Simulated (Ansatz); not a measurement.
# ZnS: which structure wins at one pressure

Aim: bring ZnS in several structures (rocksalt, CsCl, zincblende, wurtzite, NiAs) to one pressure and rank them by enthalpy. The pressure is set by scaling the first phase. Methods of the runs shown: PAW.

Computed with Ansatz 0.2.0 (DFT, PBE, PAW with Ansatz's default frozen-core files, scalar-relativistic, unless a step's input says otherwise).

**1. Starting point**

The structure is cubic, space group Fm-3m (No. 225). Conventional cell: a = 4.652 Å, b = 4.652 Å, c = 4.652 Å, α = 90.00°, β = 90.00°, γ = 90.00°. Zn (site symmetry m-3m) is surrounded by 6 S at 2.33 Å. Around S (site symmetry m-3m) lie 6 Zn at 2.33 Å.

Coordinates:

```cif
data_structure
_symmetry_space_group_name_H-M 'Fm-3m'
_symmetry_Int_Tables_number 225
_cell_length_a 4.6515
_cell_length_b 4.6515
_cell_length_c 4.6515
_cell_angle_alpha 90.000
_cell_angle_beta 90.000
_cell_angle_gamma 90.000
_cell_volume 100.64
loop_
_atom_site_label
_atom_site_type_symbol
_atom_site_symmetry_multiplicity
_atom_site_Wyckoff_symbol
_atom_site_fract_x
_atom_site_fract_y
_atom_site_fract_z
_atom_site_occupancy
Zn1 Zn 4 a 0.00000 0.00000 0.00000 1
S1 S 4 b 0.50000 0.00000 0.00000 1
```

The file gives the conventional cell by its symmetry; the runs use the cell typed in the input.

Atoms are numbered in the order of the input: Zn1, S2.

**2. Cell relaxed at zero pressure, PAW**

File input.yaml:

```yaml
crystal:
  lattice:
    - [0.0, 2.3257586486, 2.3257586486]
    - [2.3257586486, 0.0, 2.3257586486]
    - [2.3257586486, 2.3257586486, 0.0]
  atoms:
    - { symbol: Zn, position: [0.0, 0.0, 0.0] }
    - { symbol: S, position: [0.5, 0.5, 0.5] }
kpoints:
  mp_grid: { grid: [15, 15, 15] }
scf:
  occupations: { method: fermi_dirac, width: 0.05 }
hamiltonian:
  xc: pbe
  pseudopotentials: { kind: paw }
output:
  forces: true
  stress: true
  write_density: true
  write_potential: true
  elf: true
  volumetric_format: npy
relax:
  f_tol: 0.005
  max_steps: 40
  cell: {}
```

On the command line:

```console
$ ansatz run input.yaml --threads 1 --pin off --max-ram 3584MiB --backend cpu --events-out ev --progress --plain --runs-dir out
```

Further steps of the session: Volume scaled by 1, to set the pressure, PAW; Rocksalt relaxed under pressure, PAW; CsCl relaxed under pressure, PAW; Zincblende relaxed under pressure, PAW; Wurtzite relaxed under pressure, PAW; NiAs relaxed under pressure, PAW.

Before running it: what results should come out? Wanted: pressure; lowest.

**Answer**, as computed:

```
    quantity                                    value
    pressure                                0.016 GPa
lowest (PAW)  zincblende, 2.9 meV/atom under wurtzite
```

In words: By PAW the order is zincblende < wurtzite < rocksalt < NiAs < CsCl; the first two lie within 2.9 meV/atom, too close to call. Only these structures were tried, with electrons smeared by 0.05 eV and without vibrations, so the true ground state may be another. The k meshes differ between phases and weren't tested, which can move differences by some meV.
